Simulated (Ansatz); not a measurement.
## Ni$_{3}$Si: enthalpy against pressure

Ni$_{3}$Si, Pm-3m, a = 3.461 Å. The structure is a COD entry; whether it is the stable form wasn't checked. Ansatz: PBEsol, PAW, 420 eV, Γ-centred 12×12×12 mesh on 4 atoms, Gaussian smearing 0.10 eV; no spin polarisation. Cell and atoms are relaxed at each pressure, and no other structure is tried, so the rows at high pressure may lie past a change of phase. y is the enthalpy over the state at zero pressure; there V0 = 10.367 Å³/atom. The pressures are the targets, met within 0.08 GPa.

```tsv
P (GPa)	y (eV/atom)
-2.0	-0.1299
0.0	0.0000
2.0	0.1288
5.0	0.3202
10.0	0.6344
20.0	?
40.0	2.4194
```

Task: Fit y = c1 P + c2 P² + c3 P³ to the other rows, say what c1 and c2 mean, and predict the missing value.

Result: Least squares on the rows shown. y = 0.064675 P − 0.00012976 P² + 6.2551×10⁻⁷ P³. Since dH/dP = V, c1 is V0: 0.064675 eV/GPa × 160.2 = 10.361 Å³ against 10.367; c2 = −V0/(2B0) gives B0 = 249 GPa, where a Birch–Murnaghan fit to the volumes of the same runs (not shown) gives 240 GPa. At P = 20.0 the fit asked for gives 1.2466 eV/atom. The run gave 1.2469 eV/atom, so the fit is 0.0003 eV/atom too low, a small miss on the scale of the series.